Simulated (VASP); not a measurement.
Results of a VASP single-point calculation on Ge (strained lonsdaleite (2H))

POSCAR

```
Ge
 1.0000000000000000
     3.9976152111186534   -0.0000000000288675    0.0000000000000000
    -1.9988076055343267    3.4620363273982795    0.0000000000000000
     0.0000000000000000    0.0000000000000000    6.3950349299000004
 Ge
   4
Cartesian
  0.0000000000166665  2.3080242182558979 -0.0103132665636760
  1.9988076055676598  1.1540121091135151  3.1872041983863246
  0.0000000000166665  2.3080242182558979  2.4084513652761768
  1.9988076055676598  1.1540121091135151  5.6059688302261774
```

| Item | Value |
| --- | --- |
| gap between bands v and c | -0.29 eV (bands overlap: a metal) |
| least direct gap | 0.00 eV |
| largest force | 0.04 eV/Å |

Band v is the last that the valence electrons fill when counted band by band, and c is the next. Levels in eV from the top of v:

```
point    v−1      v     c   c+1
    Γ  -0.08   0.00  0.00  0.29
    M  -2.97  -1.56  0.26  1.75
    K  -3.67  -3.29  1.44  4.95
    A  -1.09  -1.09  0.45  0.45
    L  -2.54  -2.54  0.54  0.54
    H  -2.01  -2.01  1.41  1.41
```

Question: Which of these levels of theory gave these results?
A. PBEsol
B. PBE0
C. PBE with spin–orbit coupling
D. PBE
E. r²SCAN
F. HSE06
G. LDA

Answer: D.

The INCAR was:

```
EDIFF = 1E-7
NBANDS = 36
ISIF = 2
NELM = 120
NSW = 0
ENCUT = 520
LREAL = .FALSE.
LASPH = .TRUE.
IBRION = -1
PREC = Accurate
GGA = PE
SIGMA = 0.02
LWAVE = .FALSE.
LCHARG = .FALSE.
ISMEAR = -1
```
